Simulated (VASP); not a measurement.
Crystal: CdO (Monteponite).

```
Cd O
1.0
     0.00000    2.34950    2.34950
     2.34950    0.00000    2.34950
     2.34950    2.34950    0.00000
Cd O
1 1
Direct
  0.00000 0.00000 0.00000
  0.50000 0.50000 0.50000
```

* Program: VASP 6.6.1
* Task: single point
* Functional: PBE
* Potentials or basis: VASP PAW PBE potentials, release 64 (Cd, O)
* Cutoff: 520 eV
* k mesh: 10 × 10 × 10
* Occupations: fermi-dirac, width 0.05 eV
* Spin: no spin polarisation

On this cell: pressure 7.6 GPa; largest force zero by symmetry; band gap on the k mesh none (metal or under the smearing width).

The same run follows on a disturbed copy (atoms moved at random, drawn with an rms of 0.05 Å):

```
Cd O
1.0
     0.00000    2.34950    2.34950
     2.34950    0.00000    2.34950
     2.34950    2.34950    0.00000
Cd O
1 1
Direct
  0.00446 0.99046 0.99858
  0.49245 0.49773 0.50237
```

**Question.** What changes?

**Answer.** The energy (extrapolated to zero smearing) moves by +1.2 meV/atom; pressure 7.7 GPa; largest force 0.136 eV/Å; band gap on the k mesh none (metal or under the smearing width).

Forces in eV/Å, atoms in the order of the input:
```
Cd   0.103 -0.077 -0.044
O   -0.103  0.077  0.044
```

Stress tensor (GPa, compression positive):
```
 7.74  0.03  0.02
 0.03  7.67 -0.01
 0.02 -0.01  7.61
```

Caveats: this crystal is a semiconductor, whose small gap the functional closes, so the metal is an error of the method (some runs).
